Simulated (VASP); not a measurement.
## InP: relaxation of cell and atoms with PBEsol

The system is InP.

```
In P
1.0
     0.00000    2.93933    2.93933
     2.93933    0.00000    2.93933
     2.93933    2.93933    0.00000
In P
1 1
Direct
  0.00000 0.00000 0.00000
  0.25000 0.25000 0.25000
```

```
Program                : VASP 6.6.1
Task                   : relaxation of cell and atoms
Functional             : PBEsol
Potentials or basis    : VASP PAW PBE potentials, release 64 (In_d, P)
Cutoff                 : 600 eV
k mesh                 : 8 × 8 × 8
Occupations            : gaussian, width 0.03 eV
Spin                   : no spin polarisation
Further INCAR settings : ALGO = Normal; EDIFF = 1e-07; IBRION = 2; EDIFFG = -0.005; NSW = 90; ISIF = 3
```

* Pressure after relaxing: 0.0 GPa
* Band gap on the k mesh: 0.57 eV, direct

Final structure:
```yaml
crystal:
  lattice:
    - [0.00000, 2.93933, 2.93933]
    - [2.93933, 0.00000, 2.93933]
    - [2.93933, 2.93933, 0.00000]
  atoms:
    - { symbol: In, position: [0.00000, 0.00000, 0.00000] }
    - { symbol: P, position: [0.25000, 0.25000, 0.25000] }
```

Levels at points of the mesh, in eV from the valence-band top:
| k point | band 7 | band 8 | band 9 | band 10 | band 11 | band 12 |
| --- | --- | --- | --- | --- | --- | --- |
| (0.00, 0.00, 0.00) | 0.00 | 0.00 | 0.00 | 0.57 | 4.02 | 4.02 |
| (0.50, 0.00, 0.00) | -5.75 | -0.97 | -0.97 | 1.38 | 4.73 | 4.73 |
| (0.50, 0.50, 0.00) | -5.78 | -2.32 | -2.32 | 1.65 | 2.17 | 9.04 |

Run time: 14 s on 1 thread of Intel(R) Xeon(R) 6975P-C (Granite Rapids), on a shared host, peak memory 0.21 GiB.

Caveat: the relaxation stopped at its first step, so nothing moved; the PAW data sets were made with another functional, which shifts forces and pressure a little; spin-orbit coupling is left out, which moves the levels of the heavy elements.
